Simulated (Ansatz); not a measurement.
PbSe (rocksalt), relaxed with r2SCAN. It is cubic, Fm-3m (No. 225); a = 6.177 Å in the conventional setting, 29.47 Å³ an atom. Around Pb lie 6 Se at 3.09 Å; around Se lie 6 Pb at 3.09 Å.

3 runs of the PAW code Ansatz on this cell differ in the functional (and in the settings that go with it). Levels are in eV from each run's valence top; v1 is the last filled band, c1 the first empty one.

Run A, mean stress -0.2 GPa (compression positive):

| point | v5 | v3 | v1 | c1 | c2 | c3 |
| --- | --- | --- | --- | --- | --- | --- |
| Γ | -14.76 | -2.05 | -2.05 | 5.43 | 5.43 | 5.43 |
| X | -13.27 | -5.35 | -3.48 | 4.29 | 6.36 | 6.36 |
| U | -13.28 | -4.91 | -2.52 | 3.99 | 4.64 | 6.18 |
| L | -13.65 | -1.64 | 0.00 | 0.79 | 2.23 | 2.23 |
| W | -13.24 | -4.54 | -0.89 | 2.44 | 5.65 | 5.65 |

Run B, mean stress 0.0 GPa (compression positive):

| point | v5 | v3 | v1 | c1 | c2 | c3 |
| --- | --- | --- | --- | --- | --- | --- |
| Γ | -13.89 | -1.89 | -1.89 | 4.99 | 4.99 | 4.99 |
| X | -12.50 | -4.91 | -3.20 | 4.15 | 5.90 | 5.90 |
| U | -12.51 | -4.51 | -2.34 | 3.70 | 4.28 | 5.76 |
| L | -12.86 | -1.49 | 0.00 | 0.66 | 1.99 | 1.99 |
| W | -12.47 | -4.17 | -0.81 | 2.20 | 5.30 | 5.30 |

Run C, mean stress -0.1 GPa (compression positive):

| point | v5 | v3 | v1 | c1 | c2 | c3 |
| --- | --- | --- | --- | --- | --- | --- |
| Γ | -14.90 | -2.13 | -2.13 | 6.09 | 6.09 | 6.09 |
| X | -13.40 | -5.50 | -3.59 | 4.89 | 7.04 | 7.04 |
| U | -13.41 | -5.06 | -2.60 | 4.61 | 5.28 | 6.86 |
| L | -13.78 | -1.69 | 0.00 | 1.34 | 2.81 | 2.81 |
| W | -13.37 | -4.67 | -0.92 | 3.03 | 6.31 | 6.31 |

Problem. Match the runs to r2SCAN, HSE06, PBE0.

Solution. A is HSE06, B is r2SCAN, C is PBE0. In order of the gap: r2SCAN 0.66, HSE06 0.79, PBE0 1.34 eV.

Calculated for a static, non-magnetic cell.

Spin-orbit coupling is left out; in compounds of Pb, Bi, Tl or Hg it can lower a gap by up to about 1 eV, split its edges or invert the bands.

The stress of a hybrid is loosely converged in these runs.

The meshes of the hybrids are coarse, so their gaps aren't converged to the digits shown.
